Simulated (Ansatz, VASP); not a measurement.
**TiC: VASP beside Ansatz**

```
Ti C
1.0
     0.00000    2.16572    2.16572
     2.16572    0.00000    2.16572
     2.16572    2.16572    0.00000
Ti C
1 1
Direct
  0.00000 0.00000 0.00000
  0.50000 0.50000 0.50000
```

The cell is a database's computed one.

Alike in both runs: task single point; functional PBE; k mesh 6 × 6 × 6; occupations fermi-dirac, width 0.02 eV; no spin polarisation.

|  | VASP | Ansatz |
| --- | --- | --- |
| version | VASP 6.6.1 | Ansatz 0.2.0 |
| potentials or method | VASP PAW PBE potentials, release 64 (Ti_sv, C), cutoff 520 eV | all-electron LAPW, scalar-relativistic |

|  | VASP | Ansatz | Ansatz less VASP |
| --- | --- | --- | --- |
| gap on the k mesh at the Fermi level (eV) | none | none | - |
| pressure (GPa) | 0.5 | 0.2 | -0.25 |

A gap of «none» marks a metal or a gap that the smearing closes. Ansatz ran all-electron here, so the differences hold the error of VASP's frozen core and of both bases.

Caveats: the k mesh is coarse (spacing up to 0.42 Å⁻¹), so the values aren't converged; the k mesh is thin for a metal, which can move the energy by tens of meV per atom (Ansatz).
